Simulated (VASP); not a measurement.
# AlN (P6_3mc) in VASP: a series of runs

Runs on AlN. Level: PBE. Tasks: single point.

Everything below comes from runs of VASP 6.6.1. Logs are shortened: lines on timing, memory, paths and dates and some standing lists are left out, and cuts for length are marked.

**Experimental background.**

“Structural and optical properties of self-assembled AlN nanowires grown on SiO2/Si substrates by molecular beam epitaxy”, 2024, arxiv:2402.00216 quotes, for a bulk crystal of AlN at 0 K: band gap 6.0343 eV (an exciton energy, a little under the gap).

How close the calculation comes is told below.

## (1) The structure

The structure is hexagonal, space group P6_3mc (No. 186). Conventional cell: a = 3.154 Å, b = 3.154 Å, c = 5.047 Å, α = 90.00°, β = 90.00°, γ = 120.00°. Around Al (site symmetry 3m) lie 4 N at 1.92 Å. Around N (site symmetry 3m) lie 4 Al at 1.92 Å.

## (2) Single point, PBE

INCAR reads:

```
SYSTEM = AlN
ALGO = Fast
EDIFF = 1E-6
ENCUT = 520
GGA = PE
ISIF = 2
ISMEAR = 0
LASPH = .TRUE.
LCHARG = .FALSE.
LREAL = .FALSE.
LWAVE = .FALSE.
NBANDS = 16
NELM = 100
PREC = Accurate
SIGMA = 0.01
```

KPOINTS reads:

```
k-points
0
G
  6 6 4
  0 0 0
```

POSCAR reads:

```
AlN
1.0
    3.1539652241      0.0000000000      0.0000000000
   -1.5769826120      2.7314140047      0.0000000000
    0.0000000000      0.0000000000      5.0465469904
Al N
2 2
Direct
    0.3333333333      0.6666666667      0.0000000000
    0.6666666667      0.3333333333      0.5000000000
    0.3333333333      0.6666666667      0.3800000000
    0.6666666667      0.3333333333      0.8800000000
```

Potentials or basis: VASP PAW PBE potentials, release 64 (Al, N).

On the command line:

```bash
cat potpaw_PBE.64/Al/POTCAR potpaw_PBE.64/N/POTCAR > POTCAR
mpirun -np 1 vasp_std > vasp.out
```

OUTCAR:

```text
SYSTEM = AlN
   EDIFF = 1E-6
   ENCUT = 520
   GGA = PE
   ISIF = 2
   ISMEAR = 0
   LASPH = .TRUE.
   LREAL = .FALSE.
   NELM = 100
   PREC = Accurate

 ion  position               nearest neighbor table
   1  0.333  0.667  0.000-   3 1.92   4 1.92   4 1.92   4 1.92   2 3.11   2 3.11   2 3.11   2 3.11
                             2 3.11   2 3.11
   2  0.667  0.333  0.500-   4 1.92   3 1.92   3 1.92   3 1.92   1 3.11   1 3.11   1 3.11   1 3.11
                             1 3.11   1 3.11
   3  0.333  0.667  0.380-   1 1.92   2 1.92   2 1.92   2 1.92
   4  0.667  0.333  0.880-   2 1.92   1 1.92   1 1.92   1 1.92

  LATTYP: Found a hexagonal cell.
 ALAT       =     3.1539652241
 C/A-ratio  =     1.6000642467

  Lattice vectors:

 A1 = (   3.1539652241,   0.0000000000,   0.0000000000)
 A2 = (  -1.5769826120,   2.7314140047,   0.0000000000)
 A3 = (   0.0000000000,   0.0000000000,   5.0465469904)

Analysis of symmetry for initial positions (statically):
=====================================================================
 Subroutine PRICEL returns:
 Original cell was already a primitive cell.

 Routine SETGRP: Setting up the symmetry group for a
 hexagonal supercell.

 Subroutine GETGRP returns: Found 12 space group operations
 (whereof  6 operations were pure point group operations)
 out of a pool of 24 trial point group operations.

The static configuration has the point symmetry C_3v.
 The point group associated with its full space group is C_6v.

Analysis of symmetry for dynamics (positions and initial velocities):
=====================================================================
 Subroutine PRICEL returns:
 Original cell was already a primitive cell.

 Routine SETGRP: Setting up the symmetry group for a
 hexagonal supercell.

 Subroutine GETGRP returns: Found 12 space group operations
 (whereof  6 operations were pure point group operations)
 out of a pool of 24 trial point group operations.

The dynamic configuration has the point symmetry C_3v.
 The point group associated with its full space group is C_6v.

 Subroutine INISYM returns: Found 12 space group operations
 (whereof  6 operations are pure point group operations),
 and found     1 'primitive' translations

----------------------------------------------------------------------------------------

                                     Primitive cell

  volume of cell :      43.4749

[... 92 lines left out ...]
   IBRION =     -1    ionic relax: 0-MD 1-quasi-New 2-CG
   NFREE  =      0    steps in history (QN), initial steepest desc. (CG)
   ISIF   =      2    stress and relaxation
   ISYM   =      2    0-nonsym 1-usesym 2-fastsym
   POTIM  = 0.5000    time-step for ionic-motion
   TEBEG  =    0.0;   TEEND  =   0.0 temperature during run
   PSTRESS=    0.0 pullay stress
   NELECT =      16.0000    total number of electrons
   NUPDOWN=      -1.0000    fix difference up-down
   EMIN   =  10.00;   EMAX   =-10.00  energy-range for DOS
   EFERMI =   0.00;   METHOD = LEGACY
   ISMEAR =     0;   SIGMA  =   0.01  broadening in eV -4-tet -1-fermi 0-gaus
   EFERMI_NEDOS =   21; number of points for ismear=-14 and -15
   IALGO  =     68    algorithm
   IMIX   =      4    mixing-type and parameters
     AMIX     =   0.40;   BMIX     =  1.00
     AMIX_MAG =   1.60;   BMIX_MAG =  1.00
  volume/ion in A,a.u.               =      10.87        73.35
  Fermi-wavevector in a.u.,A,eV,Ry     =   1.173191  2.217009 18.726735  1.376376
  Thomas-Fermi vector in A             =   2.309608
   LORBIT       =      0    0 simple, 1 ext, 2 COOP (PROOUT), +10 PAW based schemes
   GGA     = PE    functional components
   LHFCALC =     F    Hartree Fock is set to
   AEXX    =    0.0000 exact exchange contribution
   IVDW    =     0    specifies the selected vdW correction
   LEPSILON=     F    determine dielectric tensor
   LRPA    =     F    only Hartree local field effects (RPA)
 non-spin polarized calculation
 RMM-DIIS sequential band-by-band and
 Gauss-broadening in eV      SIGMA  =   0.01
  energy-cutoff  :      520.00
  volume of cell :       43.47
 maximum number of plane-waves:      1194
 NGX is ok and might be reduce to    24
   NGX = 11   NGY = 11   NGZ = 19

 number of electron      16.0000000 magnetization

 Free energy of the ion-electron system (eV)
  ---------------------------------------------------
  ext. energy  EPLUGINS =         0.00000000
  ---------------------------------------------------
  free energy    TOTEN  =       -29.76601792 eV

  energy without entropy =      -29.76601792  energy(sigma->0) =      -29.76601792

 E-fermi :   5.8318     XC(G=0): -10.7371

 val. band max:        5.7519874918   @ k =   0.0000   0.0000   0.0000
 cond. band min:       9.6334608046   @ k =   0.0000   0.0000   0.0000
 fundamental gap:      3.8814733128
 Fermi energy:         5.8318062192

 k-point     1 :       0.0000    0.0000    0.0000
  band No.  band energies     occupation
      1      -9.1751      2.00000
      2      -7.1454      2.00000
      3      -0.0487      2.00000
      4       4.9385      2.00000
      5       4.9385      2.00000
      6       5.5814      2.00000
[... 376 lines left out ...]
      3       1.0414      2.00000
      4       1.0414      2.00000
      5       2.0655      2.00000
      6       2.0655      2.00000
[... 8 lines left out ...]
     15      19.3748      0.00000
     16      19.3748      0.00000

------------------------ aborting loop because EDIFF is reached ----------------------------------------

  FORCE on cell =-STRESS in cart. coord.  units (eV):
  Direction    XX          YY          ZZ          XY          YZ          ZX
  --------------------------------------------------------------------------------------
  -------------------------------------------------------------------------------------
  Total       -1.2923053     -1.2923053     -0.7993248     -0.0000000      0.0000000      0.0000000
  in kB      -47.6252173    -47.6252172    -29.4574495     -0.0000000      0.0000000      0.0000000
  external PRESSURE =     -41.5692947 kB  Pullay stress =       0.0000000 kB

 VOLUME and BASIS-vectors are now :
 -----------------------------------------------------------------------------
  energy-cutoff  :      520.00
  volume of cell :       43.47
      direct lattice vectors                 reciprocal lattice vectors
     3.153965224  0.000000000  0.000000000     0.317061200  0.183055370  0.000000000
    -1.576982612  2.731414005  0.000000000     0.000000000  0.366110739  0.000000000
     0.000000000  0.000000000  5.046546990     0.000000000  0.000000000  0.198155293

 POSITION                                       TOTAL-FORCE (eV/Angst)
 -----------------------------------------------------------------------------------
     -0.00000      1.82094      0.00000         0.000000     -0.000000     -0.101611
      1.57698      0.91047      2.52327        -0.000000      0.000000     -0.101611
     -0.00000      1.82094      1.91769        -0.000000     -0.000000      0.101611
      1.57698      0.91047      4.44096         0.000000      0.000000      0.101611
 -----------------------------------------------------------------------------------
    total drift:                               -0.000000      0.000000      0.000123

  FREE ENERGIE OF THE ION-ELECTRON SYSTEM (eV)
  ---------------------------------------------------
  free  energy   TOTEN  =       -29.7660179241 eV

  energy  without entropy=      -29.7660179241  energy(sigma->0) =      -29.76601792
```

It took 11 s on 1 thread of Intel Xeon Platinum 8488C (Sapphire Rapids), shared host; peak memory 0.15 GiB.

What came out:

* Free energy: -29.7660 eV
* Pressure: -4.2 GPa
* Largest force: 0.102 eV/Å
* Band gap on the k mesh: 3.88 eV, direct

Forces in eV/Å, atoms in the order of the input:
```
Al   0.000  0.000 -0.102
Al   0.000  0.000 -0.102
N    0.000  0.000  0.102
N    0.000  0.000  0.102
```

Stress tensor (GPa, compression positive):
```
-4.76  0.00  0.00
 0.00 -4.76  0.00
 0.00  0.00 -2.95
```

## (3) Single point, PBE

This run uses another cell than the first one, of 10.03 Å³/atom, 0.923 times its volume.

INCAR reads:

```
SYSTEM = AlN
PREC = Accurate ; ENCUT = 520
EDIFF = 1E-6 ; ISMEAR = 0
SIGMA = 0.01 ; LREAL = .FALSE.
LASPH = .TRUE. ; NELM = 100
ALGO = Normal ; ISIF = 2
LWAVE = .FALSE. ; LCHARG = .TRUE.
GGA = PE ; LELF = .TRUE.
LVHAR = .TRUE. ; NBANDS = 16
```

KPOINTS reads:

```
regular mesh
0
G
  6 6 4
  0 0 0
```

POSCAR reads:

```
AlN
1.0
    3.0709272750      0.0000000000      0.0000000000
   -1.5354636375      2.6595010313      0.0000000000
    0.0000000000      0.0000000000      4.9136809369
Al N
2 2
Direct
    0.3333333333      0.6666666667      0.0000000000
    0.6666666667      0.3333333333      0.5000000000
    0.3333333333      0.6666666667      0.3800000000
    0.6666666667      0.3333333333      0.8800000000
```

Potentials or basis: VASP PAW PBE potentials, release 64 (Al, N).

On the command line:

```bash
cat potpaw_PBE.64/Al/POTCAR potpaw_PBE.64/N/POTCAR > POTCAR
mpirun -np 1 vasp_std > vasp.out
```

OUTCAR:

```text
SYSTEM = AlN
   PREC = Accurate
   ENCUT = 520
   EDIFF = 1E-6
   ISMEAR = 0
   LREAL = .FALSE.
   LASPH = .TRUE.
   NELM = 100
   ISIF = 2
   GGA = PE

 ion  position               nearest neighbor table
   1  0.333  0.667  0.000-   3 1.87   4 1.87   4 1.87   4 1.87   2 3.03   2 3.03   2 3.03   2 3.03
                             2 3.03   2 3.03
   2  0.667  0.333  0.500-   4 1.87   3 1.87   3 1.87   3 1.87   1 3.03   1 3.03   1 3.03   1 3.03
                             1 3.03   1 3.03
   3  0.333  0.667  0.380-   1 1.87   2 1.87   2 1.87   2 1.87
   4  0.667  0.333  0.880-   2 1.87   1 1.87   1 1.87   1 1.87

[... 599 lines left out ...]
  -------------------------------------------------------------------------------------
  Total        3.0557130      3.0557130      3.4004528      0.0000000      0.0000000      0.0000000
  in kB      121.9962554    121.9962552    135.7596413      0.0000000      0.0000000      0.0000000
  external PRESSURE =     126.5840506 kB  Pullay stress =       0.0000000 kB

 VOLUME and BASIS-vectors are now :
 -----------------------------------------------------------------------------
  energy-cutoff  :      520.00
  volume of cell :       40.13
      direct lattice vectors                 reciprocal lattice vectors
     3.070927275  0.000000000  0.000000000     0.325634543  0.188005191  0.000000000
    -1.535463637  2.659501031  0.000000000     0.000000000  0.376010382  0.000000000
     0.000000000  0.000000000  4.913680937     0.000000000  0.000000000  0.203513418

 POSITION                                       TOTAL-FORCE (eV/Angst)
 -----------------------------------------------------------------------------------
     -0.00000      1.77300      0.00000        -0.000000     -0.000000     -0.162620
      1.53546      0.88650      2.45684         0.000000      0.000000     -0.162620
     -0.00000      1.77300      1.86720         0.000000     -0.000000      0.162620
      1.53546      0.88650      4.32404        -0.000000     -0.000000      0.162620
 -----------------------------------------------------------------------------------
    total drift:                               -0.000000      0.000000      0.000053

  FREE ENERGIE OF THE ION-ELECTRON SYSTEM (eV)
  ---------------------------------------------------
  free  energy   TOTEN  =       -29.6866107330 eV

  energy  without entropy=      -29.6866107330  energy(sigma->0) =      -29.68661073
```

It took 13 s on 1 thread of Intel Xeon Platinum 8488C (Sapphire Rapids), shared host; peak memory 0.15 GiB.

What came out:

```
Free energy            : -29.6866 eV
Pressure               : 12.7 GPa
Largest force          : 0.163 eV/Å
Band gap on the k mesh : 4.59 eV, direct
```

Forces in eV/Å, atoms in the order of the input:
```
Al   0.000  0.000 -0.163
Al   0.000  0.000 -0.163
N    0.000  0.000  0.163
N    0.000  0.000  0.163
```

## (4) Against experiment

Step 2. A measured gap of AlN is 6.0343 eV (an exciton energy, a little under the gap; 0 K; quoted in “Structural and optical properties of self-assembled AlN nanowires grown on SiO2/Si substrates by molecular beam epitaxy”, 2024, arxiv:2402.00216); the calculated 3.88 eV misses it by -2.15 eV. 2 values of this kind are on record (6.034 to 6.0343 eV); this one was drawn at random. The value is that of PBE, without temperature or zero-point motion. Semilocal functionals fall short of measured gaps as a rule.

Step 3. Against the measured gap of AlN, 6.0343 eV (an exciton energy, a little under the gap; 0 K; quoted in “Structural and optical properties of self-assembled AlN nanowires grown on SiO2/Si substrates by molecular beam epitaxy”, 2024, arxiv:2402.00216), the calculated 4.59 eV is off by -1.45 eV. 2 values of this kind are on record (6.034 to 6.0343 eV); this one was drawn at random. The value is that of PBE on a finite k mesh, which can miss the band edges, without temperature or zero-point motion. Semilocal functionals fall short of measured gaps as a rule.
